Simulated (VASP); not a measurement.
Set up this calculation in VASP 6.6.1, as the native input.

```
Task                   : relaxation of cell and atoms
Functional             : LDA
Potentials or basis    : VASP PAW LDA potentials, release 64 (Cu, Cl)
Cutoff                 : 600 eV
k mesh                 : 10 × 10 × 10
Occupations            : gaussian, width 0.03 eV
Spin                   : no spin polarisation
Further INCAR settings : ALGO = Normal; EDIFF = 1e-06; IBRION = 2; EDIFFG = -0.01; NSW = 90; ISIF = 3
```

The structure of CuCl (Nantokite) lies in POSCAR:

```
CuCl
1.0
    0.0000000000      2.7028500000      2.7028500000
    2.7028500000      0.0000000000      2.7028500000
    2.7028500000      2.7028500000      0.0000000000
Cu Cl
1 1
Direct
    0.0000000000      0.0000000000      0.0000000000
    0.2500000000      0.2500000000      0.2500000000
```

The input as run:

INCAR

```
  PREC = Accurate
  ENCUT = 600
  EDIFF = 1E-6
  ISMEAR = 0
  SIGMA = 0.03
  LREAL = F
  LASPH = T
  NELM = 80
  ALGO = Normal
  ISIF = 3
  LWAVE = F
  LCHARG = F
  IBRION = 2
  NSW = 90
  EDIFFG = -0.01
```

KPOINTS

```
regular mesh
0
Gamma
  10 10 10
```

Potentials or basis: VASP PAW LDA potentials, release 64 (Cu, Cl).

Launch:

```sh
$ cat potpaw_LDA.64/Cu/POTCAR potpaw_LDA.64/Cl/POTCAR > POTCAR
$ mpirun -np 1 vasp_std > vasp.out
```

It gave:

```
Relaxed volume                         : 17.75 Å³/atom
Relaxed cell                           : a = 3.689 Å, b = 3.689 Å, c = 3.689 Å, α = 60.00°, β = 60.00°, γ = 60.00°
Space group after relaxing (to 0.05 Å) : F-43m (No. 216)
Energy gained by relaxing              : 42.2 meV/atom
Ionic steps                            : 3
Pressure after relaxing                : -0.1 GPa
Band gap on the k mesh                 : 0.65 eV, direct
```

Caveat: the volume moved by -10 % from the deposited cell, more than functionals usually miss.

It took 27 s on 1 thread of Intel(R) Xeon(R) Platinum 8488C (Sapphire Rapids), with other jobs on the host, peak memory 0.17 GiB.
